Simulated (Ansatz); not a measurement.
**Hf-177 nuclear quadrupole resonance in HfO₂**

Cell: a structure deposited in the COD, its atoms then relaxed with PBE in this cell.

Space group Pbca (No. 61); a = 5.0598, b = 10.0172, c = 5.2276 Å.

| site | Wyckoff | site symmetry | x | y | z |
| --- | --- | --- | --- | --- | --- |
| Hf | 8c | 1 | 0.7451 | 0.8845 | 0.9649 |
| O9 | 8c | 1 | 0.8705 | 0.7907 | 0.6240 |
| O17 | 8c | 1 | 0.5029 | 0.9764 | 0.2617 |

One atom of each set is listed.

Method: Kohn–Sham DFT in Ansatz, PBEsol, plane waves and PAW, scalar-relativistic, 420 eV cutoff, Γ-centred 5×3×5 k-points, Fermi–Dirac smearing 0.02 eV.

Hf-177: I = 7/2, Q = 3365 mb (year-2017 value). Static lattice, zero field.

Q: The simulated lines lie at 78.3, 128.3, 196.7 MHz. What are |C_Q|, η and |V_zz| at Hf?

A: For I = 7/2 and η = 0 the lines are |C_Q|/14 times 1, 2 and 3; η shifts the lowest up most. Here |C_Q| = 923 MHz, η = 0.24 and |V_zz| = 11.35 × 10²¹ V/m². The calculation gives V_zz positive; the lines don't show the sign. The site has 7 O at 2.04–2.22 Å.

Without spin–orbit coupling the gradients at and beside Hf can be off by some per cent, at some sites by more.
